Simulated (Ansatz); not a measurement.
**Moving the strain (εxy = 0.5 s) in SnTe**

```
Te Sn
1.0
     0.00000    3.15085    3.15085
     3.15085    0.00000    3.15085
     3.15085    3.15085    0.00000
Te Sn
1 1
Cartesian
  3.1509 3.1509 3.1509
  0.0000 0.0000 0.0000
```

Kept alike: task band structure; functional PBEsol; k mesh 7 × 7 × 7; occupations fermi-dirac, width 0.05 eV; no spin polarisation. Program: Ansatz, all-electron LAPW, scalar-relativistic, cutoff 185 eV. The mesh is that of the run's cell of 2 atoms. No spin-orbit coupling.

| run | band gap (eV) | stress xy (GPa) | free energy over the lowest row (meV/atom) |
| --- | --- | --- | --- |
| A | 0.144 | -0.34 | 0.66 |
| B | 0.141 | 0.00 | 0.00 |
| C | 0.144 | 0.34 | 0.66 |
| D | 0.160 | -0.68 | 2.63 |
| E | 0.160 | 0.68 | 2.63 |

Stress is positive in compression. The cell shown is the unstrained one; x, y and z are its Cartesian axes; atoms keep their fractions. Spin-orbit coupling, left out here, moves the band edges of heavy atoms and can close or invert small gaps. Shear stress takes the same sign, opposite to σ = Cε, so its slope is minus the stiffness. Gaps are the smaller of the mesh's and the band path's.

The runs differ in the strain (εxy = 0.5 s) alone: -0.04; -0.02; 0; 0.02; 0.04. Which run is which?

Run A is 0.02; run B is 0; run C is -0.02; run D is 0.04; run E is -0.04. The band gap runs from 0.141 (0) to 0.160 eV (-0.04; 0.04). The stress xy falls from 0.68 to -0.68 GPa between -0.04 and 0.04. A parabola through the five rows nearest s = 0 has a slope of -17 GPa per unit of s at s = 0, so the stiffness that links it to this strain is about 17 GPa; the fractions stay fixed. The free energy is lowest at 0, and 2.63 meV an atom higher at -0.04; 0.04.
